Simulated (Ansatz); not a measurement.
**GaP: equation of state with r2SCAN+D4**

**The experiment to reproduce.**

“Phosphorous dimerization in GaP at high pressure”, 2017, arxiv:1709.06667 reports, for a bulk crystal of GaP: bulk modulus 87.5 ± 0.6 GPa.

The system is GaP.

```xyz
2
Lattice="0.0000 2.7252 2.7252 2.7252 0.0000 2.7252 2.7252 2.7252 0.0000" Properties=species:S:1:pos:R:3 pbc="T T T"
Ga    0.0000    0.0000    0.0000
P     4.0879    4.0879    4.0879
```

```json
{
  "Program": "Ansatz 0.2.0",
  "Task": "equation of state",
  "Functional": "r2SCAN",
  "Dispersion": "D4",
  "Potentials or basis": "Ansatz PAW",
  "Cutoff": "500 eV",
  "Density cutoff": "2000 eV",
  "k mesh": "8 × 8 × 8",
  "Occupations": "fermi-dirac, width 0.05 eV",
  "Spin": "no spin polarisation"
}
```

```json
{"Equilibrium volume": "20.01 Å³/atom", "Bulk modulus": "90 GPa", "Pressure derivative of the bulk modulus": "4.4"}
```

Energy against volume, from the lowest point:
| volume (Å³/atom) | energy (meV/atom) |
| --- | --- |
| 19.026 | 14.64 |
| 19.431 | 4.62 |
| 19.836 | 0.00 |
| 20.240 | 0.25 |
| 20.645 | 4.85 |
| 21.050 | 13.37 |
| 21.455 | 25.37 |

All runs of the series together: 14 s on 2 threads of Arm Neoverse V2, on a shared host.

Measured bulk modulus of GaP: 87.5 GPa (“Phosphorous dimerization in GaP at high pressure”, 2017, arxiv:1709.06667). This calculation gives 90 GPa (+3.4 %). The fit is for a static lattice scaled at fixed shape and fixed fractional positions.

Caveat: the PAW data sets were made with another functional, which shifts forces and pressure a little.
